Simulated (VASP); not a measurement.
# TiN (Osbornite) (Fm-3m) in VASP: further runs, part 2 of 2

VASP 6.6.1. Earlier steps stand in the parts before.

### 4 Relaxation of cell and atoms, r2SCAN

INCAR reads:

```
PREC = Accurate
ENCUT = 600
EDIFF = 1E-6
ISMEAR = 1
SIGMA = 0.1
LREAL = False
LASPH = True
NELM = 80
ALGO = Normal
ISIF = 3
LWAVE = False
LCHARG = False
METAGGA = R2SCAN
LMIXTAU = True
IBRION = 2
NSW = 90
EDIFFG = -0.01
```

KPOINTS reads:

```
regular mesh
0
Gamma
  16 16 16
```

POSCAR reads:

```
TiN
1.0
    0.0000000000      2.1190000000      2.1190000000
    2.1190000000      0.0000000000      2.1190000000
    2.1190000000      2.1190000000      0.0000000000
Ti N
1 1
Direct
    0.0000000000      0.0000000000      0.0000000000
    0.5000000000      0.5000000000      0.5000000000
```

Potentials or basis: VASP PAW PBE potentials, release 64 (Ti_sv, N).

Run with:

```
$ cat potpaw_PBE.64/Ti_sv/POTCAR potpaw_PBE.64/N/POTCAR > POTCAR
$ mpirun -np 1 vasp_std > vasp.out
```

OUTCAR:

```text
PREC = Accurate
   ENCUT = 600
   EDIFF = 1E-6
   ISMEAR = 1
   LREAL = False
   LASPH = True
   NELM = 80
   ISIF = 3
   METAGGA = R2SCAN
   IBRION = 2
   NSW = 90
   EDIFFG = -0.01

 ion  position               nearest neighbor table
   1  0.000  0.000  0.000-   2 2.12   2 2.12   2 2.12   2 2.12   2 2.12   2 2.12
   2  0.500  0.500  0.500-   1 2.12   1 2.12   1 2.12   1 2.12   1 2.12   1 2.12

  LATTYP: Found a face centered cubic cell.
 ALAT       =     4.2380000000

  Lattice vectors:

 A1 = (   0.0000000000,   2.1190000000,   2.1190000000)
 A2 = (   2.1190000000,   0.0000000000,   2.1190000000)
 A3 = (   2.1190000000,   2.1190000000,   0.0000000000)

Analysis of symmetry for initial positions (statically):
=====================================================================
 Subroutine PRICEL returns:
 Original cell was already a primitive cell.

 Routine SETGRP: Setting up the symmetry group for a
 face centered cubic supercell.

 Subroutine GETGRP returns: Found 48 space group operations
 (whereof 48 operations were pure point group operations)
 out of a pool of 48 trial point group operations.

The static configuration has the point symmetry O_h .

Analysis of symmetry for dynamics (positions and initial velocities):
=====================================================================
 Subroutine PRICEL returns:
 Original cell was already a primitive cell.

 Routine SETGRP: Setting up the symmetry group for a
 face centered cubic supercell.

 Subroutine GETGRP returns: Found 48 space group operations
 (whereof 48 operations were pure point group operations)
 out of a pool of 48 trial point group operations.

The dynamic configuration has the point symmetry O_h .

 Subroutine INISYM returns: Found 48 space group operations
 (whereof 48 operations are pure point group operations),
 and found     1 'primitive' translations

[... 131 lines left out ...]
   NGX = 11   NGY = 11   NGZ = 11

--------------------------------------- Ionic step        1  -------------------------------------------

 number of electron      17.0000002 magnetization

 Free energy of the ion-electron system (eV)
  ---------------------------------------------------
  ext. energy  EPLUGINS =         0.00000000
  ---------------------------------------------------
  free energy    TOTEN  =       -26.01481499 eV

  energy without entropy =      -26.01354974  energy(sigma->0) =      -26.01439324

------------------------ aborting loop because EDIFF is reached ----------------------------------------

  FORCE on cell =-STRESS in cart. coord.  units (eV):
  Direction    XX          YY          ZZ          XY          YZ          ZX
  --------------------------------------------------------------------------------------
  -------------------------------------------------------------------------------------
  Total        0.0579536      0.0579536      0.0579536      0.0000000      0.0000000     -0.0000000
  in kB        4.8794182      4.8794182      4.8794182      0.0000000      0.0000000     -0.0000000
  external PRESSURE =       4.8794182 kB  Pullay stress =       0.0000000 kB
[... 59 lines left out ...]
--------------------------------------- Ionic step        3  -------------------------------------------

 number of electron      17.0000002 magnetization

 Free energy of the ion-electron system (eV)
  ---------------------------------------------------
  ext. energy  EPLUGINS =         0.00000000
  ---------------------------------------------------
  free energy    TOTEN  =       -26.01485329 eV

  energy without entropy =      -26.01358944  energy(sigma->0) =      -26.01443201

 E-fermi :  11.6787     XC(G=0): -13.8837

 val. band max:       11.6771335359   @ k =  -0.3125   0.4375   0.1250
 cond. band min:      11.6818379685   @ k =   0.1250   0.0625   0.0000
 fundamental gap:      0.0047044326
 Fermi energy:        11.6787181169

 k-point     1 :       0.0000    0.0000    0.0000
  band No.  band energies     occupation
      1     -48.7014      2.00000
      2     -23.6381      2.00000
      3     -23.6381      2.00000
      4     -23.6381      2.00000
      5      -6.5976      2.00000
      6       9.2839      2.00000
      7       9.2839      2.00000
      8       9.2839      2.00000
      9      11.0470      2.00000
     10      11.0470      2.00000
     11      11.0470      2.00000
     12      12.2496     -0.00000
[... 331 lines left out ...]
 k-point    24 :      -0.0625    0.0625    0.0000
  band No.  band energies     occupation
      1     -48.6917      2.00000
      2     -23.7014      2.00000
      3     -23.6541      2.00000
      4     -23.6389      2.00000
      5      -6.3970      2.00000
      6       8.2136      2.00000
      7       8.4398      2.00000
      8       8.7841      2.00000
      9      11.1672      2.00000
     10      11.4264      2.00209
     11      11.5648      2.06838
     12      12.6913     -0.00000

 [... further k-points ...]
[... 5 lines left out ...]
  --------------------------------------------------------------------------------------
  -------------------------------------------------------------------------------------
  Total       -0.0056954     -0.0056954     -0.0056954     -0.0000000      0.0000000      0.0000000
  in kB       -0.4787960     -0.4787960     -0.4787960     -0.0000000      0.0000000      0.0000000
  external PRESSURE =      -0.4787960 kB  Pullay stress =       0.0000000 kB
[... 17 lines left out ...]
  FREE ENERGIE OF THE ION-ELECTRON SYSTEM (eV)
  ---------------------------------------------------
  free  energy   TOTEN  =       -26.0148532929 eV

  energy  without entropy=      -26.0135894361  energy(sigma->0) =      -26.01443201

 reached required accuracy - stopping structural energy minimisation
```

OSZICAR:

```text
N       E                     dE             d eps       ncg     rms          rms(c)
DAV:   1     0.150488386871E+03    0.15049E+03   -0.98882E+03  3484   0.190E+03
DAV:   2    -0.211486296862E+02   -0.17164E+03   -0.16456E+03  3632   0.463E+02
DAV:   3    -0.350614305473E+02   -0.13913E+02   -0.13539E+02  4308   0.130E+02
[... 31 lines left out ...]
DAV:   3    -0.260148042859E+02    0.69965E-04   -0.59476E-04  4032   0.243E-01    0.155E-02
DAV:   4    -0.260148341770E+02   -0.29891E-04   -0.86312E-05  3644   0.134E-01    0.145E-02
DAV:   5    -0.260148355576E+02   -0.13806E-05   -0.40310E-05  5276   0.514E-02    0.149E-02
DAV:   6    -0.260148453583E+02   -0.98007E-05   -0.15033E-05  5512   0.297E-02    0.111E-02
DAV:   7    -0.260148540350E+02   -0.86767E-05   -0.58780E-06  3180   0.207E-02    0.752E-03
DAV:   8    -0.260148532929E+02    0.74205E-06   -0.63592E-07  1744   0.132E-02
   3 F= -.26014853E+02 E0= -.26014432E+02  d E =-.383043E-04
```

CONTCAR:

```text
TiN
   1.00000000000000
     0.0000000000000000    2.1200743645440001    2.1200743645440001
     2.1200743645440001   -0.0000000000000000    2.1200743645440001
     2.1200743645440001    2.1200743645440001   -0.0000000000000000
  Ti              N
     1     1
Direct
     0.0000000000000000    0.0000000000000000    0.0000000000000000
     0.5000000000000000    0.5000000000000000    0.5000000000000000

  0.00000000E+00  0.00000000E+00  0.00000000E+00
  0.00000000E+00  0.00000000E+00  0.00000000E+00
```

It took 1.7 min on 1 thread of Intel Xeon 6975P-C (Granite Rapids), shared host; peak memory 0.18 GiB.

What came out:

```yaml
Free_energy: -26.0149 eV
Relaxed_volume: 9.53 Å³/atom
Relaxed_cell: a = 2.998 Å, b = 2.998 Å, c = 2.998 Å, α = 60.00°, β = 60.00°, γ = 60.00°
Space_group_after_relaxing_to_0.05_Å: Fm-3m (No. 225)
Energy_gained_by_relaxing: 0.0 meV/atom
Ionic_steps: 3
Pressure_after_relaxing: 0.0 GPa
Band_gap_on_the_k_mesh: none (metal or under the smearing width)
```

Final structure:
```
Ti N
1.0
     0.00000    2.12007    2.12007
     2.12007    0.00000    2.12007
     2.12007    2.12007    0.00000
Ti N
1 1
Direct
  0.00000 0.00000 0.00000
  0.50000 0.50000 0.50000
```

Caveat: the PAW data sets were made with another functional, which shifts forces and pressure a little.

### 5 Relaxation of cell and atoms, r2SCAN

INCAR: that of step 4 with these lines changed.

```diff
@@ -2,3 +2,3 @@
 ENCUT = 600
-EDIFF = 1E-6
+EDIFF = 1E-7
 ISMEAR = 1
@@ -16,2 +16,2 @@
 NSW = 90
-EDIFFG = -0.01
+EDIFFG = -0.005
```

KPOINTS is that of step 4.

POSCAR reads:

```
TiN                                     
1.0
    0.0000000000      2.1200743645      2.1200743645
    2.1200743645     -0.0000000000      2.1200743645
    2.1200743645      2.1200743645     -0.0000000000
  Ti              N             
     1     1
Direct
     0.0000000000000000    0.0000000000000000    0.0000000000000000
     0.5000000000000000    0.5000000000000000    0.5000000000000000
```

Potentials or basis: VASP PAW PBE potentials, release 64 (Ti_sv, N).

Run with:

```
$ cat potpaw_PBE.64/Ti_sv/POTCAR potpaw_PBE.64/N/POTCAR > POTCAR
$ mpirun -np 1 vasp_std > vasp.out
```

OUTCAR:

```text
PREC = Accurate
   ENCUT = 600
   EDIFF = 1E-7
   ISMEAR = 1
   LREAL = False
   LASPH = True
   NELM = 80
   ISIF = 3
   METAGGA = R2SCAN
   IBRION = 2
   NSW = 90
   EDIFFG = -0.005

 ion  position               nearest neighbor table
   1  0.000  0.000  0.000-   2 2.12   2 2.12   2 2.12   2 2.12   2 2.12   2 2.12
   2  0.500  0.500  0.500-   1 2.12   1 2.12   1 2.12   1 2.12   1 2.12   1 2.12

  LATTYP: Found a face centered cubic cell.
 ALAT       =     4.2401487290

  Lattice vectors:

 A1 = (   0.0000000000,   2.1200743645,   2.1200743645)
 A2 = (   2.1200743645,   0.0000000000,   2.1200743645)
 A3 = (   2.1200743645,   2.1200743645,   0.0000000000)

Analysis of symmetry for initial positions (statically):
=====================================================================
 Subroutine PRICEL returns:
 Original cell was already a primitive cell.

 Routine SETGRP: Setting up the symmetry group for a
 face centered cubic supercell.

 Subroutine GETGRP returns: Found 48 space group operations
 (whereof 48 operations were pure point group operations)
 out of a pool of 48 trial point group operations.

The static configuration has the point symmetry O_h .

Analysis of symmetry for dynamics (positions and initial velocities):
=====================================================================
 Subroutine PRICEL returns:
 Original cell was already a primitive cell.

 Routine SETGRP: Setting up the symmetry group for a
 face centered cubic supercell.

 Subroutine GETGRP returns: Found 48 space group operations
 (whereof 48 operations were pure point group operations)
 out of a pool of 48 trial point group operations.

The dynamic configuration has the point symmetry O_h .

 Subroutine INISYM returns: Found 48 space group operations
 (whereof 48 operations are pure point group operations),
 and found     1 'primitive' translations

----------------------------------------------------------------------------------------

                                     Primitive cell
[... 117 lines left out ...]
   LHFCALC =     F    Hartree Fock is set to
   AEXX    =    0.0000 exact exchange contribution
   IVDW    =     0    specifies the selected vdW correction
   LEPSILON=     F    determine dielectric tensor
   LRPA    =     F    only Hartree local field effects (RPA)
 conjugate gradient relaxation of ions
 non-spin polarized calculation
 Methfessel and Paxton  Order N= 1 SIGMA  =   0.10
  energy-cutoff  :      600.00
  volume of cell :       19.06
 maximum number of plane-waves:       652
   NGX = 11   NGY = 11   NGZ = 11

 number of electron      17.0000002 magnetization

 Free energy of the ion-electron system (eV)
  ---------------------------------------------------
  ext. energy  EPLUGINS =         0.00000000
  ---------------------------------------------------
  free energy    TOTEN  =       -26.01488779 eV

  energy without entropy =      -26.01362448  energy(sigma->0) =      -26.01446669

 E-fermi :  11.6788     XC(G=0): -13.8835

 val. band max:       11.6771242401   @ k =  -0.3125   0.4375   0.1250
 cond. band min:      11.6819290020   @ k =   0.1250   0.0625   0.0000
 fundamental gap:      0.0048047619
 Fermi energy:        11.6787694023

 k-point     1 :       0.0000    0.0000    0.0000
  band No.  band energies     occupation
      1     -48.7013      2.00000
      2     -23.6380      2.00000
      3     -23.6379      2.00000
      4     -23.6379      2.00000
      5      -6.5980      2.00000
      6       9.2836      2.00000
      7       9.2836      2.00000
      8       9.2836      2.00000
      9      11.0472      2.00000
     10      11.0472      2.00000
     11      11.0472      2.00000
     12      12.2498     -0.00000
[... 331 lines left out ...]
 k-point    24 :      -0.0625    0.0625    0.0000
  band No.  band energies     occupation
      1     -48.6915      2.00000
      2     -23.7012      2.00000
      3     -23.6540      2.00000
      4     -23.6387      2.00000
      5      -6.3973      2.00000
      6       8.2133      2.00000
      7       8.4396      2.00000
      8       8.7839      2.00000
      9      11.1673      2.00000
     10      11.4264      2.00208
     11      11.5649      2.06835
     12      12.6914     -0.00000

 [... further k-points ...]
[... 5 lines left out ...]
  --------------------------------------------------------------------------------------
  -------------------------------------------------------------------------------------
  Total        0.0015659      0.0015659      0.0015659     -0.0000000      0.0000000      0.0000000
  in kB        0.1316441      0.1316441      0.1316441     -0.0000000      0.0000000      0.0000000
  external PRESSURE =       0.1316441 kB  Pullay stress =       0.0000000 kB

 VOLUME and BASIS-vectors are now :
 -----------------------------------------------------------------------------
  energy-cutoff  :      600.00
  volume of cell :       19.06
      direct lattice vectors                 reciprocal lattice vectors
     0.000000000  2.120074365  2.120074365    -0.235840784  0.235840784  0.235840784
     2.120074365  0.000000000  2.120074365     0.235840784 -0.235840784  0.235840784
     2.120074365  2.120074365  0.000000000     0.235840784  0.235840784 -0.235840784

 POSITION                                       TOTAL-FORCE (eV/Angst)
 -----------------------------------------------------------------------------------
      0.00000      0.00000      0.00000        -0.000000     -0.000000     -0.000000
      2.12007      2.12007      2.12007         0.000000      0.000000      0.000000
 -----------------------------------------------------------------------------------
    total drift:                                0.000000     -0.000000     -0.000000

  FREE ENERGIE OF THE ION-ELECTRON SYSTEM (eV)
  ---------------------------------------------------
  free  energy   TOTEN  =       -26.0148877907 eV

  energy  without entropy=      -26.0136244839  energy(sigma->0) =      -26.01446669

 reached required accuracy - stopping structural energy minimisation
```

Run time: 57 s. Hardware: 1 thread of Intel Xeon 6975P-C (Granite Rapids), shared host; peak memory 0.18 GiB.

Results:

| Property | Result |
| --- | --- |
| Free energy | -26.0149 eV |
| Pressure after relaxing | 0.0 GPa |
| Band gap on the k mesh | none (metal or under the smearing width) |

Final structure:
```
Ti N
1.0
     0.00000    2.12007    2.12007
     2.12007    0.00000    2.12007
     2.12007    2.12007    0.00000
Ti N
1 1
Direct
  0.00000 0.00000 0.00000
  0.50000 0.50000 0.50000
```

Levels at points of the mesh, in eV from the Fermi level:
```tsv
k point	band 7	band 8	band 9	band 10	band 11	band 12
(0.00, 0.00, 0.00)	-2.40	-2.40	-0.63	-0.63	-0.63	0.57
(0.50, 0.00, 0.00)	-5.93	-5.93	1.72	1.72	2.42	5.92
(0.50, 0.50, 0.00)	-3.63	-3.63	-3.11	1.65	2.43	2.43
```

Caveat: the relaxation stopped at its first step, so nothing moved; the PAW data sets were made with another functional, which shifts forces and pressure a little.
